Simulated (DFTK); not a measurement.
Rh:

```
Rh
1.0
     0.00000    1.89785    1.89785
     1.89785    0.00000    1.89785
     1.89785    1.89785    0.00000
Rh
1
Direct
  0.00000 0.00000 0.00000
```

```yaml
Program: DFTK 0.8.2
Task: relaxation of cell and atoms
Functional: PBE
Potentials_or_basis: dojo.nc.sr.pbe.v0_4_1.standard.upf (PBE)
Cutoff: 1388 eV
k_mesh: 8 × 8 × 8
Occupations: fermi-dirac, width 0.05 eV
Spin: no spin polarisation
```

At the start: pressure 8.7 GPa; volume 13.67 Å³/atom.

Task: How do energy, volume and symmetry change on relaxing?

Result: Over 3 steps the energy falls by 11.6 meV/atom and the volume is 14.11 Å³/atom (+3.2 %); space group Fm-3m (No. 225, to 0.05 Å).

Step by step:
| step | energy change (eV) | largest force (eV/Å) | pressure (GPa) | volume (Å³) |
| --- | --- | --- | --- | --- |
| 1 | 0.0000 | 0.0000 | 8.75 | 13.67 |
| 2 | -0.0116 | 0.0000 | 0.34 | 14.09 |
| 3 | -0.0116 | 0.0000 | 0.02 | 14.11 |

Final structure:
```cif
data_structure
_symmetry_space_group_name_H-M 'P 1'
_symmetry_Int_Tables_number 1
_cell_length_a 2.7124
_cell_length_b 2.7124
_cell_length_c 2.7124
_cell_angle_alpha 60.000
_cell_angle_beta 60.000
_cell_angle_gamma 60.000
_cell_volume 14.11
loop_
_atom_site_label
_atom_site_type_symbol
_atom_site_fract_x
_atom_site_fract_y
_atom_site_fract_z
_atom_site_occupancy
Rh1 Rh 0.00000 0.00000 0.00000 1
```
